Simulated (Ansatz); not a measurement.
# ScAl7N8 (wurtzite Al14Sc2N16): relaxing cell and atoms and relaxing the atoms, part 2 of 2

The task, for ScAl7N8 (wurtzite Al14Sc2N16): 5 runs in a chain (relaxing cell and atoms and relaxing the atoms).

Ansatz 0.2.0; DFT PBE, scalar-relativistic, plane waves, PAW. Earlier steps stand in the parts before.

## (3) Relaxing the atoms

It takes the final geometry of step 2.

Input file input.yaml:

```yaml
crystal:
  lattice:
    - [6.3708267696, 0.0, 0.0]
    - [-3.1854133848, 5.5172978255, 0.0]
    - [0.0, 0.0, 10.0998718071]
  atoms:
    - { symbol: Al, position: [0.33648, 0.16352, 0.2507310712] }
    - { symbol: Al, position: [0.33648, 0.16352, 0.7507310712] }
    - { symbol: Al, position: [0.168086187, 0.8340430935, -0.0006220761] }
    - { symbol: Al, position: [0.33648, 0.6729600001, 0.2507310712] }
    - { symbol: Al, position: [0.168086187, 0.8340430935, 0.4993779239] }
    - { symbol: Al, position: [0.33648, 0.6729600001, 0.7507310712] }
    - { symbol: Al, position: [0.6659569065, 0.331913813, -0.0006220761] }
    - { symbol: Al, position: [0.8270399999, 0.16352, 0.2507310712] }
    - { symbol: Al, position: [0.6659569065, 0.331913813, 0.4993779239] }
    - { symbol: Al, position: [0.8270399999, 0.16352, 0.7507310712] }
    - { symbol: Al, position: [0.6659569065, 0.8340430935, -0.0006220761] }
    - { symbol: Al, position: [0.8333333333, 0.6666666667, 0.2489959229] }
    - { symbol: Al, position: [0.6659569065, 0.8340430935, 0.4993779239] }
    - { symbol: Al, position: [0.8333333333, 0.6666666667, 0.7489959229] }
    - { symbol: Sc, position: [0.1666666667, 0.3333333333, -0.0039578964] }
    - { symbol: Sc, position: [0.1666666667, 0.3333333333, 0.4960421036] }
    - { symbol: "N", position: [0.1666666667, 0.3333333333, 0.2073657961] }
    - { symbol: "N", position: [0.3439228839, 0.1560771161, 0.4384514245] }
    - { symbol: "N", position: [0.1666666667, 0.3333333333, 0.7073657961] }
    - { symbol: "N", position: [0.3439228839, 0.1560771161, 0.9384514245] }
    - { symbol: "N", position: [0.1653590971, 0.8326795485, 0.1897697936] }
    - { symbol: "N", position: [0.3439228839, 0.6878457678, 0.4384514245] }
    - { symbol: "N", position: [0.1653590971, 0.8326795485, 0.6897697936] }
    - { symbol: "N", position: [0.3439228839, 0.6878457678, 0.9384514245] }
    - { symbol: "N", position: [0.6673204515, 0.3346409029, 0.1897697936] }
    - { symbol: "N", position: [0.8121542322, 0.1560771161, 0.4384514245] }
    - { symbol: "N", position: [0.6673204515, 0.3346409029, 0.6897697936] }
    - { symbol: "N", position: [0.8121542322, 0.1560771161, 0.9384514245] }
    - { symbol: "N", position: [0.6673204515, 0.8326795485, 0.1897697936] }
    - { symbol: "N", position: [0.8333333333, 0.6666666667, 0.440605538] }
    - { symbol: "N", position: [0.6673204515, 0.8326795485, 0.6897697936] }
    - { symbol: "N", position: [0.8333333333, 0.6666666667, 0.940605538] }
scf:
  occupations: { method: fixed }
output:
  forces: true
  stress: true
  eigenvalues: true
  polarization: { axes: [b3], string_points: 8 }
hamiltonian:
  xc: pbe
kpoints:
  mp_grid: { grid: [4, 4, 3] }
relax:
  f_tol: 0.004
```

Run with:

```bash
ansatz run input.yaml --threads 8 --pin off --max-ram 20480MiB --backend cpu --events-out ev --progress --plain --runs-dir out
```

What it wrote, cut to the lines that bear on the results:

```text
Warning: output.stress: scf.convergence.dr2_threshold = 1.6e-8 eV (the default of a walk held to its f_tol) is looser than the 3.2e-9 eV advised for a printed stress (1e-10 eV for each atom of the cell: 32). What an SCF threshold leaves in a stress goes as its square root, and in the free [...]
Warning: RAYON_NUM_THREADS=8 ignored (pool sized by the plan → 8); use --threads N
[...]
Pseudopotentials: kind: paw
Pseudopotential: Al, paw, valence charge 3, recommended cutoff 420 eV (normal), Al.paw.azcp
Pseudopotential: Sc, paw, valence charge 11, recommended cutoff 420 eV (normal), Sc.paw.azcp
Pseudopotential: N, paw, valence charge 5, recommended cutoff 420 eV (normal), N.paw.azcp
Functional definition: PBE
[...]
Crystal: 32 atoms, lattice volume = 355.008 Å³
Basis set: ecut = 420 eV, 6885 PW (Γ), exchange–correlation on 90×90×144 points (8 copies of the dense FFT grid, shifted against one another)
Bands: 104, of which v1, the nominal top of the filled ones, is band 72 counted from 1 (71 counted from 0)
Symmetry: 12 space group operations
[...]
    - { symbol: N, position: [0.6673204514666666, 0.3346409029333334, 0.6897697936000001] }
    - { symbol: N, position: [0.8121542322000002, 0.15607711610000002, 0.9384514245000001] }
    - { symbol: N, position: [0.6673204514666669, 0.8326795485333335, 0.1897697936] }
    - { symbol: N, position: [0.8333333333333336, 0.6666666666666667, 0.4406055380000001] }
    - { symbol: N, position: [0.6673204514666669, 0.8326795485333335, 0.6897697936000001] }
    - { symbol: N, position: [0.8333333333333336, 0.6666666666666667, 0.940605538] }
--- Formal polarisation (Berry phase): one branch of a lattice of values; only differences between neighbouring runs are physical ---
  axis  mesh            electronic          ionic      p = total  spread (rad)  least overlap  resolved gap  δp at fixed H ≤   (phases in cycles; p mod 1; gap in eV; gap and δp judge the states as solved, not the mesh's step, its correction or the SCF's stop)
  b3    4×4×8          -0.48855996    67.23521361    66.74665365      0.130305         0.9901        3.8741           5.8e-6
  quantum along a1:   0.01794559 e/Å² =    28.752003 µC/cm²
  quantum along a2:   0.01794559 e/Å² =    28.752003 µC/cm²
  quantum along a3:   0.02844971 e/Å² =    45.581453 µC/cm²
```

Wall time 27 s (8 threads of Intel Xeon Platinum 8259CL at 2.50GHz (Skylake/Cascade Lake), shared host); peak memory 2.2 GiB.

The steps of the relaxation:

```csv
step,E - E(step 1) (eV/cell),largest force component (eV/Å)
1,0.0000,0.0014
2,0.0000,0.0014
```

Step 1 is the start.

## (4) Relaxing the atoms

It takes the final geometry of step 3: the cell is strained.

input.yaml, as its differences from that of step 3:

```diff
@@ -4,3 +4,3 @@
     - [-3.1854133848, 5.5172978255, 0.0]
-    - [0.0, 0.0, 10.0998718071]
+    - [0.0, 0.0, 10.1503711661]
   atoms:
```

Run with:

```bash
ansatz run input.yaml --threads 8 --pin off --max-ram 20480MiB --backend cpu --events-out ev --progress --plain --runs-dir out
```

What it wrote, cut to the lines that bear on the results:

```text
Warning: output.stress: scf.convergence.dr2_threshold = 1.6e-8 eV (the default of a walk held to its f_tol) is looser than the 3.2e-9 eV advised for a printed stress (1e-10 eV for each atom of the cell: 32). What an SCF threshold leaves in a stress goes as its square root, and in the free [...]
Warning: RAYON_NUM_THREADS=8 ignored (pool sized by the plan → 8); use --threads N
[...]
[... 5 set-up lines as earlier in the session ...]
[...]
Crystal: 32 atoms, lattice volume = 356.783 Å³
Basis set: ecut = 420 eV, 6969 PW (Γ), exchange–correlation on 90×90×144 points (8 copies of the dense FFT grid, shifted against one another)
Bands: 104, of which v1, the nominal top of the filled ones, is band 72 counted from 1 (71 counted from 0)
[... 1 set-up line as earlier in the session ...]
[...]
    - { symbol: N, position: [0.6672833547856264, 0.33456670957125295, 0.6895114821733348] }
    - { symbol: N, position: [0.8123292174954211, 0.15616460874771057, 0.9381732785007919] }
    - { symbol: N, position: [0.6672833547856265, 0.8327166452143736, 0.1895114821733348] }
    - { symbol: N, position: [0.8333333333333335, 0.6666666666666666, 0.4403634368790749] }
    - { symbol: N, position: [0.6672833547856265, 0.8327166452143736, 0.6895114821733348] }
    - { symbol: N, position: [0.8333333333333335, 0.6666666666666666, 0.940363436879075] }
--- Formal polarisation (Berry phase): one branch of a lattice of values; only differences between neighbouring runs are physical ---
  axis  mesh            electronic          ionic      p = total  spread (rad)  least overlap  resolved gap  δp at fixed H ≤   (phases in cycles; p mod 1; gap in eV; gap and δp judge the states as solved, not the mesh's step, its correction or the SCF's stop)
  b3    4×4×8          -0.47214358    67.23636103    66.76421746      0.128762         0.9901        3.8643           5.9e-6
  quantum along a1:   0.01785631 e/Å² =    28.608958 µC/cm²
  quantum along a2:   0.01785631 e/Å² =    28.608958 µC/cm²
  quantum along a3:   0.02844971 e/Å² =    45.581453 µC/cm²
```

Run time: 37 s. Hardware: 8 threads of Intel Xeon Platinum 8259CL at 2.50GHz (Skylake/Cascade Lake), shared host; peak memory 2.3 GiB.

The steps of the relaxation:

| step | energy from step 1 (eV/cell) | largest force component (eV/Å) |
| --- | --- | --- |
| 1 | 0.0000 | 0.0685 |
| 2 | -0.0012 | 0.0496 |
| 3 | -0.0024 | 0.0198 |
| 4 | -0.0025 | 0.0062 |
| 5 | -0.0025 | 0.0008 |

Step 1 is the start.

## (5) Relaxing the atoms

It takes the final geometry of step 3: the cell is strained.

input.yaml, as its differences from that of step 4:

```diff
@@ -4,3 +4,3 @@
     - [-3.1854133848, 5.5172978255, 0.0]
-    - [0.0, 0.0, 10.1503711661]
+    - [0.0, 0.0, 10.0493724481]
   atoms:
```

Run with:

```bash
ansatz run input.yaml --threads 8 --pin off --max-ram 20480MiB --backend cpu --events-out ev --progress --plain --runs-dir out
```

What it wrote, cut to the lines that bear on the results:

```text
Warning: output.stress: scf.convergence.dr2_threshold = 1.6e-8 eV (the default of a walk held to its f_tol) is looser than the 3.2e-9 eV advised for a printed stress (1e-10 eV for each atom of the cell: 32). What an SCF threshold leaves in a stress goes as its square root, and in the free [...]
Warning: RAYON_NUM_THREADS=8 ignored (pool sized by the plan → 8); use --threads N
[...]
[... 5 set-up lines as earlier in the session ...]
[...]
Crystal: 32 atoms, lattice volume = 353.233 Å³
Basis set: ecut = 420 eV, 6885 PW (Γ), exchange–correlation on 90×90×144 points (8 copies of the dense FFT grid, shifted against one another)
Bands: 104, of which v1, the nominal top of the filled ones, is band 72 counted from 1 (71 counted from 0)
[... 1 set-up line as earlier in the session ...]
[...]
    - { symbol: N, position: [0.6673490154053806, 0.33469803081076127, 0.6900414752028509] }
    - { symbol: N, position: [0.8119825421532606, 0.15599127107663038, 0.9387450226109282] }
    - { symbol: N, position: [0.6673490154053807, 0.8326509845946193, 0.19004147520285078] }
    - { symbol: N, position: [0.8333333333333335, 0.6666666666666666, 0.4408698436445422] }
    - { symbol: N, position: [0.6673490154053807, 0.8326509845946193, 0.6900414752028509] }
    - { symbol: N, position: [0.8333333333333335, 0.6666666666666666, 0.9408698436445422] }
--- Formal polarisation (Berry phase): one branch of a lattice of values; only differences between neighbouring runs are physical ---
  axis  mesh            electronic          ionic      p = total  spread (rad)  least overlap  resolved gap  δp at fixed H ≤   (phases in cycles; p mod 1; gap in eV; gap and δp judge the states as solved, not the mesh's step, its correction or the SCF's stop)
  b3    4×4×8          -0.50619871    67.23385779    66.72765908      0.131679         0.9901        3.8826           5.7e-6
  quantum along a1:   0.01803577 e/Å² =    28.896485 µC/cm²
  quantum along a2:   0.01803577 e/Å² =    28.896485 µC/cm²
  quantum along a3:   0.02844971 e/Å² =    45.581453 µC/cm²
```

Wall time 38 s (8 threads of Intel Xeon Platinum 8259CL at 2.50GHz (Skylake/Cascade Lake), shared host); peak memory 2.2 GiB.

Step by step:

| step | E - E(step 1) (eV/cell) | largest force component (eV/Å) |
| --- | --- | --- |
| 1 | 0.0000 | 0.0756 |
| 2 | -0.0014 | 0.0533 |
| 3 | -0.0027 | 0.0187 |
| 4 | -0.0028 | 0.0096 |
| 5 | -0.0028 | 0.0007 |

Step 1 is the start.

## (6) Relaxing the atoms

It takes the final geometry of step 3: the cell is strained.

input.yaml, as its differences from that of step 5:

```diff
@@ -2,5 +2,5 @@
   lattice:
-    - [6.3708267696, 0.0, 0.0]
-    - [-3.1854133848, 5.5172978255, 0.0]
-    - [0.0, 0.0, 10.0493724481]
+    - [6.4026809034, 0.0, 0.0]
+    - [-3.2013404517, 5.5448843147, 0.0]
+    - [0.0, 0.0, 10.0998718071]
   atoms:
```

Run with:

```bash
ansatz run input.yaml --threads 8 --pin off --max-ram 20480MiB --backend cpu --events-out ev --progress --plain --runs-dir out
```

What it wrote, cut to the lines that bear on the results:

```text
Warning: output.stress: scf.convergence.dr2_threshold = 1.6e-8 eV (the default of a walk held to its f_tol) is looser than the 3.2e-9 eV advised for a printed stress (1e-10 eV for each atom of the cell: 32). What an SCF threshold leaves in a stress goes as its square root, and in the free [...]
Warning: RAYON_NUM_THREADS=8 ignored (pool sized by the plan → 8); use --threads N
[...]
[... 5 set-up lines as earlier in the session ...]
[...]
Crystal: 32 atoms, lattice volume = 358.567 Å³
Basis set: ecut = 420 eV, 6993 PW (Γ), exchange–correlation on 90×90×144 points (8 copies of the dense FFT grid, shifted against one another)
Bands: 104, of which v1, the nominal top of the filled ones, is band 72 counted from 1 (71 counted from 0)
[... 1 set-up line as earlier in the session ...]
[...]
    - { symbol: N, position: [0.6672967834051293, 0.33459356681025876, 0.6899900390283857] }
    - { symbol: N, position: [0.8121490595635319, 0.15607452978176595, 0.9387276846325964] }
    - { symbol: N, position: [0.6672967834051293, 0.8327032165948708, 0.18999003902838574] }
    - { symbol: N, position: [0.8333333333333333, 0.6666666666666666, 0.44080108265358847] }
    - { symbol: N, position: [0.6672967834051293, 0.8327032165948708, 0.6899900390283857] }
    - { symbol: N, position: [0.8333333333333333, 0.6666666666666666, 0.9408010826535885] }
--- Formal polarisation (Berry phase): one branch of a lattice of values; only differences between neighbouring runs are physical ---
  axis  mesh            electronic          ionic      p = total  spread (rad)  least overlap  resolved gap  δp at fixed H ≤   (phases in cycles; p mod 1; gap in eV; gap and δp judge the states as solved, not the mesh's step, its correction or the SCF's stop)
  b3    4×4×8          -0.49816393    67.23231446    66.73415053      0.127529         0.9898        3.7669           6.0e-6
  quantum along a1:   0.01785631 e/Å² =    28.608958 µC/cm²
  quantum along a2:   0.01785631 e/Å² =    28.608958 µC/cm²
  quantum along a3:   0.02816733 e/Å² =    45.129035 µC/cm²
```

Wall time 39 s (8 threads of Intel Xeon Platinum 8259CL at 2.50GHz (Skylake/Cascade Lake), shared host); peak memory 2.3 GiB.

Step by step:

```csv
step,energy from step 1 (eV/cell),largest force component (eV/Å)
1,0.0000,0.0842
2,-0.0011,0.0416
3,-0.0019,0.0115
4,-0.0020,0.0136
5,-0.0020,0.0009
```

Step 1 is the start.

## (7) Summary of results

This closing draws on all 2 parts.

```
step  volume (Å³/atom)  pressure (GPa)  energy above the lowest (meV/atom)  gap on the mesh (eV)  time
   2             11.09             0.0                                 0.0                  3.87  31 s
   3             11.09             0.0                                 0.0                  3.87  27 s
   4             11.15            -0.9                                 0.3                  3.86  37 s
   5             11.04             0.8                                 0.2                  3.88  38 s
   6             11.21            -1.9                                 0.8                  3.77  39 s
```

```
                           quantity                                                                       value
relaxed cell, step 2 (conventional)  a = 6.371 Å, b = 6.371 Å, c = 5.050 Å, α = 90.00°, β = 90.00°, γ = 120.00°
```

In words: The values hold for the settings typed; their convergence was not tested in this session.

These are semilocal Kohn-Sham gaps, which aren't the measured quantity. Such gaps usually fall short of the measured ones.
